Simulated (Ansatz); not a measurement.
# Te, bcc: how the functional moves the structure

All rows: Ansatz, plane waves with scalar-relativistic PAW, 420 eV (500 eV for the SCAN forms), relaxed under each functional, no dispersion correction, no zero-point motion. B₀ comes from uniform scaling at fixed shape; a dash is a value not given.

```json
{"functional": "PBE", "V (Å³/atom)": "28.52", "cell": "a = 3.849 Å", "B₀ (GPa)": "56", "magnetic state": "spin not included", "ΔE to trigonal tellurium (meV/atom)": "310"}
{"functional": "r²SCAN", "V (Å³/atom)": "28.52", "cell": "a = 3.849 Å", "B₀ (GPa)": "58", "magnetic state": "spin not included", "ΔE to trigonal tellurium (meV/atom)": "399"}
{"functional": "PBEsol", "V (Å³/atom)": "27.02", "cell": "a = 3.781 Å", "B₀ (GPa)": "66", "magnetic state": "spin not included", "ΔE to trigonal tellurium (meV/atom)": "228"}
{"functional": "LDA", "V (Å³/atom)": "26.62", "cell": "a = 3.762 Å", "B₀ (GPa)": "69", "magnetic state": "spin not included", "ΔE to trigonal tellurium (meV/atom)": "228"}
{"functional": "revPBE", "V (Å³/atom)": "29.06", "cell": "a = 3.874 Å", "B₀ (GPa)": "52", "magnetic state": "spin not included", "ΔE to trigonal tellurium (meV/atom)": "353"}
{"functional": "RPBE", "V (Å³/atom)": "29.26", "cell": "a = 3.882 Å", "B₀ (GPa)": "51", "magnetic state": "spin not included", "ΔE to trigonal tellurium (meV/atom)": "395"}
{"functional": "BLYP", "V (Å³/atom)": "32.07", "cell": "a = 4.003 Å", "B₀ (GPa)": "39", "magnetic state": "spin not included", "ΔE to trigonal tellurium (meV/atom)": "513"}
```

LDA gives the smallest volume and BLYP the largest.
